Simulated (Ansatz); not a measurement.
Zincblende LiH, relaxed with r2SCAN: 5 runs in Ansatz, each a construction of maximally localised Wannier functions. The symmetry is F-43m (No. 216, cubic); conventional cell a = 4.290 Å, 9.87 Å³ an atom. Li is surrounded by 4 H at 1.86 Å; H is surrounded by 4 Li at 1.86 Å. The structure was generated, not taken from experiment, and needn't be the ground state; spin polarisation is off.

```
CELL_PARAMETERS angstrom
0.00000 2.14512 2.14512
2.14512 0.00000 2.14512
2.14512 2.14512 0.00000
ATOMIC_POSITIONS crystal
Li 0.00000 0.00000 0.00000
H 0.25000 0.25000 0.25000
```

Windows count from the top of the filled bands; a dash means that no such window was set (without an outer window there is no disentanglement).

```tsv
functional	SCF mesh	trial orbitals	functions	mesh	window (eV)	frozen (eV)	Ω total (Å²)	Ω invariant (Å²)	largest spread (Å²)	least projectability
PBE	8×8×8	H s	1	6×6×6	–	–	1.27	1.24	1.27	0.95
PBE	8×8×8	H s	1	4×4×4	–	–	1.17	1.14	1.17	0.95
PBE	8×8×8	H s	1	10×10×10	–	–	1.33	1.31	1.33	0.95
r2SCAN	8×8×8	H s	1	6×6×6	–	–	1.22	1.20	1.22	0.96
HSE06	6×6×6	H s	1	6×6×6	–	–	1.22	1.20	1.22	0.96
```

For H s with PBE the spread goes 1.17 Å² (4×4×4), 1.27 Å² (6×6×6), 1.33 Å² (10×10×10): finite differences on a coarse mesh understate it.
